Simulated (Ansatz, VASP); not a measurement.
**One calculation of MgS, two programs**

File INCAR:

```
ALGO = Normal ; EDIFF = 1E-7
ENCUT = 520 ; GGA = PS
ISIF = 2 ; ISMEAR = -1
LASPH = True ; LCHARG = True
LELF = True ; LREAL = False
LVHAR = True ; LWAVE = False
NBANDS = 11 ; NELM = 80
PREC = Accurate ; SIGMA = 0.03
```

The input KPOINTS:

```
k-points
0
Gamma
  10 10 10
```

POSCAR

```
MgS
1.0
    0.0000000000      2.6276665000      2.6016500000
    2.6276665000      0.0000000000      2.6016500000
    2.6276665000      2.6276665000      0.0000000000
Mg S
1 1
Direct
    0.0000000000      0.0000000000      0.0000000000
    0.5000000000      0.5000000000      0.5000000000
```

Input for Ansatz:

```yaml
crystal:
  lattice:
    - [0.0, 2.6276665, 2.60165]
    - [2.6276665, 0.0, 2.60165]
    - [2.6276665, 2.6276665, 0.0]
  atoms:
    - { symbol: Mg, position: [0.0, 0.0, 0.0] }
    - { symbol: S, position: [0.5, 0.5, 0.5] }
kpoints:
  mp_grid: { grid: [10, 10, 10] }
  band_path:
    path:
      - [0.0, 0.0, 0.0]
      - [0.0, 0.5, 0.5]
      - [0.25, 0.75, 0.5]
      - [0.0, 0.5, 0.0]
      - [0.0, 0.0, 0.0]
      - [0.5, 0.5, 0.0]
      - [0.3775125, 0.6224875, 0.0]
      - [-0.3775125, 0.3775125, 0.0]
      - [0.0, 0.0, 0.0]
    npoints: 5
scf:
  occupations: { method: fermi_dirac, width: 0.03 }
hamiltonian:
  xc: pbesol
  pseudopotentials: { kind: all_electron, lapw: { basis_error: 0.00025 } }
output:
  forces: true
  stress: true
  eigenvalues: true
```

Change from the starting cell: equal xx and yy strain of +1 %.

Alike in both runs: task single point; functional PBEsol; k mesh 10 × 10 × 10; occupations fermi-dirac, width 0.03 eV; no spin polarisation.

|  | VASP | Ansatz |
| --- | --- | --- |
| version | VASP 6.6.1 | Ansatz 0.2.0 |
| potentials or method | VASP PAW PBE potentials, release 64 (Mg, S) | all-electron LAPW, scalar-relativistic |
| plane-wave cutoff (eV) | 520 | see its input |

VASP gave:

* gap on the k mesh at the Fermi level (eV): 2.62
* pressure (GPa): -2.5
* largest component of the traceless stress (GPa): 0.62

Task: Estimate Ansatz's values.

Result: gap on the k mesh at the Fermi level (eV): 2.62; pressure (GPa): -2.4; largest component of the traceless stress (GPa): 0.63.

Ansatz ran all-electron here, so the differences hold the error of VASP's frozen core and of both bases.

Caveats: the PAW data sets were made with another functional, which shifts forces and pressure a little (VASP). A k mesh can miss the band edges.
